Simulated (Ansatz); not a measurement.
**BaTiO3: stress in a strained cell**

BaTiO3 is deformed so: equal xx and yy strain of +2 %. What stress and forces result, by LAPW, PAW and all-electron datasets made for the crystal?

Program: Ansatz 0.2.0. Level of theory: DFT PBEsol, scalar-relativistic. These are calculated values, not measurements.

## 1. The starting structure

The structure is tetragonal, space group P4/mmm (No. 123). The conventional cell has a = 4.000 Å, b = 4.000 Å, c = 4.018 Å, α = 90.00°, β = 90.00°, γ = 90.00°. Around Ba (site symmetry 4/mmm) lie 12 O at 2.83 Å. Around Ti (site symmetry 4/mmm) lie 6 O at 2.00 to 2.01 Å. Around O (site symmetry 4/mmm) lie 2 Ti at 2.01 Å and 4 Ba at 2.83 Å. Around O (site symmetry mmm) lie 2 Ti at 2.00 Å and 4 Ba at 2.83 Å.

As a file:

```xyz
5
Lattice="3.9998 0.0000 0.0000 0.0000 3.9998 0.0000 0.0000 0.0000 4.0180" Properties=species:S:1:pos:R:3 pbc="T T T"
Ba    0.0000    0.0000    0.0000
Ti    1.9999    1.9999    2.0090
O     1.9999    1.9999    0.0000
O     1.9999    0.0000    2.0090
O     0.0000    1.9999    2.0090
```

Atoms are numbered in the order of the input: Ba1, Ti2, O3, O4, O5.

## 2. After the deformation

Space group P4/mmm before, P4/mmm after.

## 3. All-electron LAPW

input.yaml reads:

```yaml
crystal:
  lattice:
    - [4.079796, 0.0, 0.0]
    - [0.0, 4.079796, 0.0]
    - [0.0, 0.0, 4.018]
  atoms:
    - { symbol: Ba, position: [0.0, 0.0, 0.0] }
    - { symbol: Ti, position: [0.5, 0.5, 0.5] }
    - { symbol: O, position: [0.5, 0.5, 0.0] }
    - { symbol: O, position: [0.5, 0.0, 0.5] }
    - { symbol: O, position: [0.0, 0.5, 0.5] }
kpoints:
  mp_grid: { grid: [7, 7, 7] }
  band_path:
    path:
      - [0.0, 0.0, 0.0]
      - [0.0, 0.5, 0.0]
      - [0.5, 0.5, 0.0]
      - [0.0, 0.0, 0.0]
      - [0.0, 0.0, 0.5]
      - [0.0, 0.5, 0.5]
      - [0.5, 0.5, 0.5]
      - [0.0, 0.0, 0.5]
      - [0.0, 0.5, 0.0]
    npoints: 5
scf:
  occupations: { method: fermi_dirac, width: 0.03 }
hamiltonian:
  xc: pbesol
  pseudopotentials: { kind: all_electron, lapw: { basis_error: 0.001 } }
output:
  forces: true
  stress: true
  eigenvalues: true
```

Started as:

```
$ ansatz run input.yaml --threads 2 --pin off --max-ram 8192MiB --backend cpu --events-out ev --progress --plain --runs-dir out
```

## 4. PAW on the default files

input.yaml reads:

```yaml
crystal:
  lattice:
    - [4.079796, 0.0, 0.0]
    - [0.0, 4.079796, 0.0]
    - [0.0, 0.0, 4.018]
  atoms:
    - { symbol: Ba, position: [0.0, 0.0, 0.0] }
    - { symbol: Ti, position: [0.5, 0.5, 0.5] }
    - { symbol: O, position: [0.5, 0.5, 0.0] }
    - { symbol: O, position: [0.5, 0.0, 0.5] }
    - { symbol: O, position: [0.0, 0.5, 0.5] }
kpoints:
  mp_grid: { grid: [7, 7, 7] }
scf:
  occupations: { method: fermi_dirac, width: 0.03 }
hamiltonian:
  xc: pbesol
  pseudopotentials: { kind: paw }
output:
  forces: true
  stress: true
  eigenvalues: true
  efg: { contact_densities: true }
```

## 5. All-electron PAW on datasets made for the crystal

input.yaml, as its differences from that of step 4:

```diff
@@ -17,3 +17,3 @@
   xc: pbesol
-  pseudopotentials: { kind: paw }
+  pseudopotentials: { kind: all_electron, datasets: crystal }
 output:
```

(Steps that only read results are left out.)

Before running it: what results should come out? Wanted: pressure; largest shear or deviatoric stress.

As calculated:

| quantity | value |
| --- | --- |
| pressure | LAPW -10.27, PAW -10.29, crystal datasets -10.27 GPa |
| largest shear or deviatoric stress (LAPW) | 1.56 GPa |

The largest part of the stress beyond the pressure is 1.56 GPa in size, in the zz component; the atoms are carried along and not relaxed. No run of the undeformed cell stands beside it, so the pressure holds what the given cell had before the change. PAW: stress within 0.02 GPa of LAPW. Crystal datasets: stress within 0.01 GPa of LAPW. Spin-orbit coupling is left out, though the cell holds Ba; in elements this heavy it can shift bands and gaps by tenths of an eV.

The gaps are Kohn-Sham values of a semilocal functional, not quasiparticle or optical gaps. Such gaps usually fall short of the measured ones.
